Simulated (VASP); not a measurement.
Set up this calculation in VASP 6.6.1, as the native input.

```yaml
Task: single point
Functional: PBE
Potentials_or_basis: VASP PAW PBE potentials, release 64 (B, N)
Cutoff: 520 eV
k_mesh: 1 × 1 × 1, shifted
Occupations: gaussian, width 0.01 eV
Spin: no spin polarisation
Dipole_correction: no
Further_INCAR_settings: LREAL = Auto; ALGO = Normal; EDIFF = 1e-06; NBANDS = 96
```

The structure of BN lies in POSCAR:

```
BN
1.0
    7.4650312809      0.0000000000      0.0000000000
   -3.7325156404      6.4649067293      0.0000000000
    0.0000000000      0.0000000000      6.4954828800
B N
18 18
Direct
    0.1111968464      0.2221364869      0.2500000000
    0.2221364869      0.1111968464      0.7500000000
    0.1111968464      0.5554698202      0.2500000000
    0.2221364869      0.4445301798      0.7500000000
    0.1111968464      0.8888031536      0.2500000000
    0.2221364869      0.7778635131      0.7500000000
    0.4445301798      0.2221364869      0.2500000000
    0.5554698202      0.1111968464      0.7500000000
    0.4445301798      0.5554698202      0.2500000000
    0.5554698202      0.4445301798      0.7500000000
    0.4445301798      0.8888031536      0.2500000000
    0.5554698202      0.7778635131      0.7500000000
    0.7778635131      0.2221364869      0.2500000000
    0.8888031536      0.1111968464      0.7500000000
    0.7778635131      0.5554698202      0.2500000000
    0.8888031536      0.4445301798      0.7500000000
    0.7778635131      0.8888031536      0.2500000000
    0.8888031536      0.7778635131      0.7500000000
    0.1114069253      0.2219264080      0.7500000000
    0.2219264080      0.1114069253      0.2500000000
    0.1114069253      0.5552597414      0.7500000000
    0.2219264080      0.4447402586      0.2500000000
    0.1114069253      0.8885930747      0.7500000000
    0.2219264080      0.7780735920      0.2500000000
    0.4447402586      0.2219264080      0.7500000000
    0.5552597414      0.1114069253      0.2500000000
    0.4447402586      0.5552597414      0.7500000000
    0.5552597414      0.4447402586      0.2500000000
    0.4447402586      0.8885930747      0.7500000000
    0.5552597414      0.7780735920      0.2500000000
    0.7780735920      0.2219264080      0.7500000000
    0.8885930747      0.1114069253      0.2500000000
    0.7780735920      0.5552597414      0.7500000000
    0.8885930747      0.4447402586      0.2500000000
    0.7780735920      0.8885930747      0.7500000000
    0.8885930747      0.7780735920      0.2500000000
```

The cell is a database's computed one.

One way to write it, as run:

INCAR

```
SYSTEM = BN
  PREC = Accurate
  ENCUT = 520
  EDIFF = 1E-6
  ISMEAR = 0
  SIGMA = 0.01
  LREAL = Auto
  LASPH = .True.
  NELM = 100
  ALGO = Normal
  ISIF = 2
  LWAVE = .False.
  LCHARG = .False.
  GGA = PE
  NBANDS = 96
```

KPOINTS

```
Automatic mesh
0
Gamma
  1 1 1
  0.25 0.25 0.25
```

Potentials or basis: VASP PAW PBE potentials, release 64 (B, N).

The run is started by

```bash
$ cat potpaw_PBE.64/B/POTCAR potpaw_PBE.64/N/POTCAR > POTCAR
$ mpirun -np 1 vasp_std > vasp.out
```

It gave:

- Pressure: 8.8 GPa
- Largest force: 0.216 eV/Å
- Band gap on the k mesh: 4.80 eV

Caveat: the k mesh is coarse (spacing up to 0.97 Å⁻¹), so the values aren't converged; this functional lacks dispersion, which binds the layers, so the pressure and a relaxed spacing across them are unreliable.

Run time: 120 s on 1 thread of Intel(R) Xeon(R) Platinum 8259CL CPU @ 2.50GHz (Skylake/Cascade Lake), with other jobs on the host, peak memory 0.36 GiB.
